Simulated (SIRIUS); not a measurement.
**Sn under changes of volume**

One of the cells (27.749 Å³/atom); the others are scaled copies at fixed shape and fractional positions:

```
Sn
1.0
    -1.90720    1.90720    1.90720
     1.90720   -1.90720    1.90720
     1.90720    1.90720   -1.90720
Sn
1
Direct
  0.00000 0.00000 0.00000
```

This isn't the form of Sn at room conditions, which is tetragonal (white tin).

- Program: SIRIUS 7.10.0
- Functional: PBEsol
- Potentials or basis: PseudoDojo 0.4.1 PBEsol standard (scalar relativistic)
- Cutoff: 983 eV
- Density cutoff: 3932 eV
- k mesh: 10 × 10 × 10
- Occupations: fermi-dirac, width 0.05 eV
- Spin: no spin polarisation

```csv
volume (Å³/atom),energy over the lowest point (meV/atom),pressure (GPa)
25.573,?,?
26.117,0.00,-0.2
26.661,2.46,-1.2
27.749,16.67,-2.9
28.293,27.75,-3.6
28.837,41.13,-4.2
```

What does the run at 25.573 Å³/atom give?

Energy over the lowest point 1.20 meV/atom; pressure 1.0 GPa.

Worked out: A Birch-Murnaghan fit of order 3 (a polynomial in V^(-2/3)) to the other rows has its minimum at 26.01 Å³/atom, just outside them, with B0 = V·E''(V) = 52 GPa and B' = 4.4. It gives 1.13 meV/atom at 25.573 Å³/atom, against the run's 1.20, and -dE/dV = 0.9 GPa, against 1.0.

Energies are extrapolated to zero smearing.
